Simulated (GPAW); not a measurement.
# Cu (Cmcm) in GPAW: notebook, part 2 of 2

GPAW 26.7.0.

## Step 3: Single point, PBE

run.py

```python
from ase import Atoms
from ase.dft.bandgap import bandgap
from ase.io import write
from ase.units import GPa
from gpaw import GPAW, PW

atoms = Atoms(['Cu', 'Cu'],
              cell=[[1.21846369, -3.9763780104, 0.0],
                    [1.21846369, 3.9763780104, 0.0],
                    [0.0, 0.0, 2.4754955235]],
              scaled_positions=[[0.86613335, 0.13386665, 0.75],
                                [0.13386665, 0.86613335, 0.25]],
              pbc=True)

calc = GPAW(mode=PW(600),
            xc='PBE',
            kpts={'size': (11, 11, 11), 'gamma': True},
            occupations={'name': 'methfessel-paxton', 'order': 0, 'width': 0.05},
            nbands=23,
            convergence={'density': 1e-05, 'energy': 1e-05},
            maxiter=150,
            txt='gpaw.txt')
atoms.calc = calc
energy = atoms.get_potential_energy()
forces = atoms.get_forces()
stress = atoms.get_stress()
calc.write('gs.gpw')
write('result.traj', atoms)
print(f'Energy: {energy:.6f} eV')
print('Forces (eV/A):')
print(forces.round(4))
print('Stress (GPa):', (stress / GPa).round(3))
print('Fermi level:', round(calc.get_fermi_level(), 4), 'eV')
print(f'Gap: {bandgap(calc)[0]:.4f} eV, direct: {bandgap(calc, direct=True)[0]:.4f} eV')
```

Potentials or basis: GPAW PAW data sets (gpaw-data 1.2.1), pw.

Run with:

```
OMP_NUM_THREADS=1 python run.py
```

gpaw.txt:

```text
__  _  _
 | _ |_)|_||  |
 |__||  | ||/\| - 26.7.0

Input parameters:
  mode=PW(ecut=600.0),
  convergence={'density': 1e-05, 'energy': 1e-05},
  kpts=MonkhorstPack(size=(11, 11, 11), gamma=True),
  maxiter=150,
  nbands=23,
  occupations=Occupations(name='methfessel-paxton', order=0, width=0.05),
  xc=XC(name='PBE')

Diagonalizing LCAO Hamiltonian
Converting LCAO to pw mode

           Cu

       Cu

Atoms  # Å, Bohr magnetons
|   | symbol |        x |         y |        z |    initial magnetic moments |
|---|--------|----------|-----------|----------|-----------------------------|
| 0 |     Cu | 1.218464 | -2.911769 | 1.856622 | ( 0.0000,  0.0000,  0.0000) |
| 1 |     Cu | 1.218464 |  2.911769 | 0.618874 | ( 0.0000,  0.0000,  0.0000) |

Unit cell  # Å
| periodic |        x |         y |        z |  lengths |     angles |
|----------|----------|-----------|----------|----------|------------|
|      yes | 1.218464 | -3.976378 | 0.000000 | 4.158874 |  90.000000 |
|      yes | 1.218464 |  3.976378 | 0.000000 | 4.158874 |  90.000000 |
|      yes | 0.000000 |  0.000000 | 2.475496 | 2.475496 | 145.927198 |

Number of symmetries: 4
Symmetry operations  # r_c * U_cc + t_c -> r_c
|   | kind |            matrix            |
|---|------|------------------------------|
| 0 |  E   |  1, 0, 0,  0, 1, 0,  0, 0, 1 |
| 1 |  C2  |  0, 1, 0,  1, 0, 0,  0, 0,-1 |
| 2 |  σ   |  0,-1, 0, -1, 0, 0,  0, 0, 1 |
| 3 |  i   | -1, 0, 0,  0,-1, 0,  0, 0,-1 |

BZ-sampling:
  Number of BZ points: 1331
  Number of IBZ points: 366

  Monkhorst-Pack size: [11, 11, 11]
  Monkhorst-Pack shift: [0, 0, 0]

K-points  # in reciprocal-cell coordinates
|     |                                coordinates |     weight |
|-----|--------------------------------------------|------------|
|   0 | (  0.00000000,   0.00000000,   0.00000000) | 0.00075131 |
|   1 | (  0.00000000,   0.00000000,   0.09090909) | 0.00150263 |
|   2 | (  0.00000000,   0.00000000,   0.18181818) | 0.00150263 |
|   3 | (  0.00000000,   0.00000000,   0.27272727) | 0.00150263 |
|   4 | (  0.00000000,   0.00000000,   0.36363636) | 0.00150263 |
|   5 | (  0.00000000,   0.00000000,   0.45454545) | 0.00150263 |
|   6 | (  0.09090909,  -0.09090909,  -0.45454545) | 0.00150263 |
|   7 | (  0.09090909,  -0.09090909,  -0.36363636) | 0.00150263 |
|   8 | (  0.09090909,  -0.09090909,  -0.27272727) | 0.00150263 |
|   9 | (  0.09090909,  -0.09090909,  -0.18181818) | 0.00150263 |
| ... |                                            |            |
| 365 | (  0.45454545,   0.45454545,   0.45454545) | 0.00300526 |

Plane wave coefficients: 813
Cutoff: 600.0 eV

Spin-components: 1 (collinear spins)
Bands:           23
Projectors:      12
Spin-degeneracy: 2
Datatype:        complex128

Parallelization:
  kpt:    1
  domain: 1
  band:   1

Density:
  Valence electrons: 22.0
  Components: 1
  Grid points: [24 24 14]
  Charge: 0.0  # |e|

Potential:
  Grid points: [24 24 14]

species:
  Cu:
    name:    Copper
    Z:       29.0
    valence: 11
    core:    18
    charge:  0.0  # [|e|]
    compensation charges:
      type: gauss
      rc: 0.33  # [Å]
      lmax: 2
    cutoffs:
      filter: 2.06  # [Å]
      core: 2.43  # [Å]
    projectors
    | kind |    occ | energy [eV] | rcut [Å] |
    |------|--------|-------------|----------|
    |   4s |  1.000 |      -4.609 |    1.164 |
    |   4p |  0.000 |      -0.698 |    1.164 |
    |   3d | 10.000 |      -5.039 |    1.058 |
    |    s |        |      22.603 |    1.164 |
    |    p |        |      26.513 |    1.164 |
    |    d |        |      22.172 |    1.058 |

    Using partial waves for Cu as LCAO basis

Reference energy: -90042.903682  # eV

eigensolver:
  PPCG
  Converge bands: occupied
  niter=2

density mixing:
  MSR1-Mixer
  Pratt-step length: 0.05
  Maximum mixing coefficient: 0.75
  Old densities: 10
  SVD Regularization: 0.005
  Good broyden scale: 1.0
  Trust region scale: 1.0
  Backstep threshold: 4.0
  History deletion threshold: 6.0
  Fourier metric: weight=20.0, sigma=0.015

occupation numbers:
  Methfessel-Paxton:
    width: 0.0500  # eV
    order: 0

poisson solver:
  ecut: 4800.0  # eV

xc functional:
  name: PBE with 2 nearest neighbor stencil

convergence criteria:
- Maximum integral of absolute [dens]ity change: 1e-05 electrons / valence electron
- Maximum [total energy] change in last 3 cyles: 1e-05 eV / valence electron
- Maximum integral of absolute [eigenst]ate change: 4e-08 eV^2 / valence electron
maximum number of iterations: 150

SCF iterations
|iter     | |      energy | eigst |  dens |
|---------|-|-------------|-------|-------|
|iter:   1| |   -8.875990 | -0.27 |       |
|iter:   2| |   -8.161961 | -2.62 | -0.90 |
|iter:   3| |   -7.078706 | -1.69 | -1.01 |
|iter:   4| |   -7.056953 | -3.90 | -1.79 |
|iter:   5| |   -7.042317 | -3.44 | -1.96 |
|iter:   6| |   -7.042221 | -4.92 | -2.94 |
|iter:   7| |   -7.042231c| -6.26 | -3.58 |
|iter:   8| |   -7.042230c| -6.47 | -3.75 |
|iter:   9| |   -7.042230c| -7.63c| -4.76 |
|iter:  10| |   -7.042230c| -7.99c| -5.14c|

Converged in 10 steps
Energy contributions relative to reference atoms: (reference = -90042.903682)

Energy contributions:
  Kinetic:         -20.730788
  Coulomb:          16.076865
  Zero:              0.103048
  External:          0.000000
  Xc:               -2.491080
  Entropy:          -0.000550
  Spinorbit:         0.000000
  ----------------------------
  Free energy:      -7.042505
  Extrapolated:     -7.042230

dipole moment: (-0.000001, 0.000000, -0.000001)  # |e|*Ang

Fermi level: 7.899
Eigenvalues  # (at kpt = [0.000, 0.000, 0.000])
| band index |      eig [eV] | occ [0-2] |
|------------|---------------|-----------|
|          0 |        -1.411 |     2.000 |
|        ... |               |           |
|          4 |         4.842 |     2.000 |
|          5 |         5.102 |     2.000 |
|          6 |         5.523 |     2.000 |
|          7 |         5.832 |     2.000 |
|          8 |         6.024 |     2.000 |
|          9 |         6.163 |     2.000 |
[... 8 lines left out ...]
|         18 |        30.482 |     0.000 |
|         19 |        31.798 |     0.000 |
|        ... |               |           |
|         22 |        36.667 |     0.000 |

No gap
No difference between direct/indirect transitions

Forces  # eV/Ang
|       x |        y |        z |
|---------|----------|----------|
| 0.00000 | -0.06560 | -0.00000 |  # Cu   0
| 0.00000 |  0.06560 |  0.00000 |  # Cu   1

Stress tensor  # eV/Ang^3
|         x |         y |         z |
|-----------|-----------|-----------|
| -0.048249 | -0.000000 |  0.000000 |
| -0.000000 | -0.046582 |  0.000000 |
|  0.000000 |  0.000000 | -0.053849 |

# Writing to gs.gpw (mode='')
```

Run time: 1.8 min. Hardware: 1 thread of Arm Neoverse V2, shared host; peak memory 0.29 GiB.

Results:

* Free energy: -7.0425 eV
* Pressure: 7.9 GPa
* Largest force: 0.066 eV/Å
* Band gap on the k mesh: none (metal or under the smearing width)

Forces in eV/Å, atoms in the order of the input:
```
Cu   0.000 -0.066  0.000
Cu   0.000  0.066  0.000
```

Caveat: with this Cu data set, volumes or pressures lay over 1.5 % or 2 GPa off other programs in two to four cells of ten; the program warned that so skewed a cell can give wrong results.

## Step 4: Electron localisation function, RPBE+D4

run.py

```python
from ase.calculators.mixing import SumCalculator
from ase.dft.bandgap import bandgap
from ase.io import read, write
from ase.units import Bohr, GPa
from dftd4.ase import DFTD4
from gpaw import GPAW, PW
from gpaw.elf import elf_from_dft_calculation

atoms = read('POSCAR')

calc = GPAW(mode=PW(600),
            xc='RPBE',
            kpts={'size': (11, 11, 11), 'gamma': True},
            occupations={'name': 'methfessel-paxton', 'width': 0.1, 'order': 1},
            nbands=23,
            convergence={'density': 1e-05, 'energy': 1e-05},
            maxiter=150,
            txt='gpaw.txt')
atoms.calc = SumCalculator([calc, DFTD4(method='rpbe')])
energy = atoms.get_potential_energy()
forces = atoms.get_forces()
stress = atoms.get_stress()
calc.write('gs.gpw')
write('result.traj', atoms)
print(f'Energy: {energy:.6f} eV')
print('Forces (eV/A):')
print(forces.round(4))
print('Stress (GPa):', (stress / GPa).round(3))
print('Fermi level:', round(calc.get_fermi_level(), 4), 'eV')
print(f'Gap: {bandgap(calc)[0]:.4f} eV, direct: {bandgap(calc, direct=True)[0]:.4f} eV')

# fields on the real-space grid
write('density.cube', atoms, data=calc.get_pseudo_density() * Bohr**3)
write('potential.cube', atoms, data=calc.get_electrostatic_potential())
write('elf.cube', atoms, data=elf_from_dft_calculation(calc).data)
```

POSCAR

```
Cu
1.0
    1.2184636900     -3.9763780104      0.0000000000
    1.2184636900      3.9763780104      0.0000000000
    0.0000000000      0.0000000000      2.4754955235
Cu
2
Direct
    0.8661333500      0.1338666500      0.7500000000
    0.1338666500      0.8661333500      0.2500000000
```

Potentials or basis: the program's PAW data sets (release 1.2.1) made for this functional, pw.

Run with:

```
OMP_NUM_THREADS=1 python run.py
```

gpaw.txt:

```text
__  _  _
 | _ |_)|_||  |
 |__||  | ||/\| - 26.7.0

Input parameters:
  mode=PW(ecut=600.0),
  convergence={'density': 1e-05, 'energy': 1e-05},
  kpts=MonkhorstPack(size=(11, 11, 11), gamma=True),
  maxiter=150,
  nbands=23,
  occupations=Occupations(name='methfessel-paxton', width=0.1, order=1),
  xc=XC(name='RPBE')

Diagonalizing LCAO Hamiltonian
Converting LCAO to pw mode

           Cu

       Cu

Atoms  # Å, Bohr magnetons
|   | symbol |        x |         y |        z |    initial magnetic moments |
|---|--------|----------|-----------|----------|-----------------------------|
| 0 |     Cu | 1.218464 | -2.911769 | 1.856622 | ( 0.0000,  0.0000,  0.0000) |
| 1 |     Cu | 1.218464 |  2.911769 | 0.618874 | ( 0.0000,  0.0000,  0.0000) |

Unit cell  # Å
| periodic |        x |         y |        z |  lengths |     angles |
|----------|----------|-----------|----------|----------|------------|
|      yes | 1.218464 | -3.976378 | 0.000000 | 4.158874 |  90.000000 |
|      yes | 1.218464 |  3.976378 | 0.000000 | 4.158874 |  90.000000 |
[... 134 lines left out ...]
Energy contributions relative to reference atoms: (reference = -90054.258722)

Energy contributions:
  Kinetic:         -21.043965
  Coulomb:          16.460714
  Zero:              0.124370
  External:          0.000000
  Xc:               -1.579232
  Entropy:           0.000154
  Spinorbit:         0.000000
  ----------------------------
  Free energy:      -6.037959
  Extrapolated:     -6.038010

dipole moment: (-0.000001, 0.000000, -0.000001)  # |e|*Ang

Fermi level: 8.048
Eigenvalues  # (at kpt = [0.000, 0.000, 0.000])
| band index |      eig [eV] | occ [0-2] |
|------------|---------------|-----------|
|          0 |        -1.249 |     2.000 |
|        ... |               |           |
|          4 |         4.990 |     2.000 |
|          5 |         5.249 |     2.000 |
|          6 |         5.667 |     2.000 |
|          7 |         5.974 |     2.000 |
|          8 |         6.164 |     2.000 |
|          9 |         6.303 |     2.000 |
[... 8 lines left out ...]
|         18 |        30.566 |     0.000 |
|         19 |        31.849 |     0.000 |
|        ... |               |           |
|         22 |        36.778 |     0.000 |

No gap
No difference between direct/indirect transitions

Forces  # eV/Ang
|       x |        y |        z |
|---------|----------|----------|
| 0.00000 | -0.09667 | -0.00000 |  # Cu   0
| 0.00000 |  0.09667 |  0.00000 |  # Cu   1

Stress tensor  # eV/Ang^3
|         x |         y |         z |
|-----------|-----------|-----------|
| -0.078729 | -0.000000 |  0.000000 |
| -0.000000 | -0.079525 |  0.000000 |
|  0.000000 |  0.000000 | -0.086600 |

# Writing to gs.gpw (mode='')
```

Wall time 1.9 min (1 thread of Arm Neoverse V2, shared host); peak memory 0.29 GiB.

What came out:

| Quantity | Value |
| --- | --- |
| Free energy | -8.2577 eV |
| Pressure | -0.9 GPa |
| Largest force | 0.126 eV/Å |
| Band gap on the k mesh | none (metal or under the smearing width) |
| Dispersion energy per atom | -1.110 eV |

Forces on the atoms (eV/Å):
```
Cu   0.000 -0.126  0.000
Cu   0.000  0.126  0.000
```

Stress tensor (GPa, compression positive):
```
-1.25  0.00  0.00
 0.00 -1.34  0.00
 0.00  0.00  0.02
```

Caveat: with this Cu data set, volumes or pressures lay over 1.5 % or 2 GPa off other programs in two to four cells of ten; this smearing can pin the Fermi level at a band edge; pairwise dispersion overbinds metals, which lowers pressure and volume; the program warned that so skewed a cell can give wrong results.
